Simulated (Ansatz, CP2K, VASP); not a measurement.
**BaTiO3: 3 runs at one level of theory**

```
Ba Ti O
1.0
     3.99980    0.00000    0.00000
     0.00000    3.99980    0.00000
     0.00000    0.00000    4.01800
Ba Ti O
1 1 3
Direct
  0.00000 0.00000 0.00000
  0.50000 0.50000 0.49000
  0.00000 0.50000 0.51700
  0.50000 0.00000 0.51700
  0.50000 0.50000 0.01900
```

Alike in all runs: task single point; functional PBE; k mesh 7 × 7 × 7; occupations gaussian, width 0.011 eV; no spin polarisation; no spin-orbit coupling. Pressure is positive in compression and, in plane waves, holds the error of the finite cutoff, which Ansatz's Pulay term estimates and takes out.

```tsv
program and potentials	plane-wave cutoff (eV)	notes	pressure (GPa)	largest force (eV/Å)
Ansatz, Ansatz PAW	420	Pulay term of +0.54 GPa included	2.43	0.311
VASP, PBE PAW files Ba_sv, O, Ti_sv, 520 eV	520	-	4.22	0.274
CP2K, POTENTIAL_UZH Ba GTH-PBE-q10, Ti GTH-PBE-q12, O GTH-PBE-q6; TZVP-MOLOPT-PBE-GTH basis	-	atomic basis	4.08	-
```

Force on atom 5 (O), eV/Å:

```json
{"program and potentials": "Ansatz, Ansatz PAW", "x": "0.000", "y": "0.000", "z": "0.311"}
{"program and potentials": "VASP, PBE PAW files Ba_sv, O, Ti_sv, 520 eV", "x": "0.000", "y": "0.000", "z": "0.274"}
```

The pressure spans 2.43 (Ansatz, Ansatz PAW) to 4.22 GPa (VASP, PBE PAW files Ba_sv, O, Ti_sv, 520 eV). Rows in atomic bases carry the error of their basis and grid, which can be large.

Differences between rows come from potentials, basis sets and numerical settings, since the functional is the same but for its coding. Runs on potential files found faulty are left out.
